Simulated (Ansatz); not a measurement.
# C: the cost of one run

Program: Ansatz 0.2.0. Level of theory: DFT PBE, scalar-relativistic, plane waves, PAW. These are calculated values, not measurements.

2 further runs of the same task are left out: 1 that didn't finish, 1 set aside as unsound or not needed.

**1. Starting point**

It takes space group P4mm (No. 99, tetragonal). Conventional cell: a = 2.531 Å, b = 2.531 Å, c = 3.098 Å, α = 90.00°, β = 90.00°, γ = 90.00°. C (site symmetry 4mm) is surrounded by 8 C at 1.99 to 2.01 Å. C (site symmetry 2mm) is surrounded by 8 C at 1.79 to 2.01 Å.

Coordinates:

```xyz
3
Lattice="2.5307 0.0000 0.0000 0.0000 2.5307 0.0000 0.0000 0.0000 3.0978" Properties=species:S:1:pos:R:3 pbc="T T T"
C     0.0000    0.0000    1.4316
C     0.0000    1.2654    2.9930
C     1.2654    0.0000    2.9930
```

A structure generator made this guess: random cell by space group and Wyckoff sites (P4mm, No. 99). Lengths come from tabulated atomic sizes and are only a guess.

**2. A first look at the guess**

File input.yaml:

```yaml
crystal:
  lattice:
    - [2.53073145, 0.0, 0.0]
    - [0.0, 2.53073145, 0.0]
    - [0.0, 0.0, 3.09779724]
  atoms:
    - { symbol: C, position: [0.0, 0.0, 0.46212156] }
    - { symbol: C, position: [0.0, 0.5, 0.96615668] }
    - { symbol: C, position: [0.5, 0.0, 0.96615668] }
basis:
  ecutwfc: 420
kpoints:
  mp_grid: { grid: [6, 6, 6] }
hamiltonian:
  xc: pbe
scf:
  occupations: { method: gaussian, width: 0.1 }
  lower_state_search: "off"
output:
  forces: true
  stress: true
  eigenvalues: true
```

The run is started by

```bash
$ ansatz run input.yaml --threads 1 --pin off --max-ram 2560MiB --backend cpu --events-out ev --progress --plain --runs-dir out
```

Q: Estimate wall time and peak memory on 1 thread of Arm Neoverse V2, shared host.

About 1 s, with a peak of 0.24 GiB.
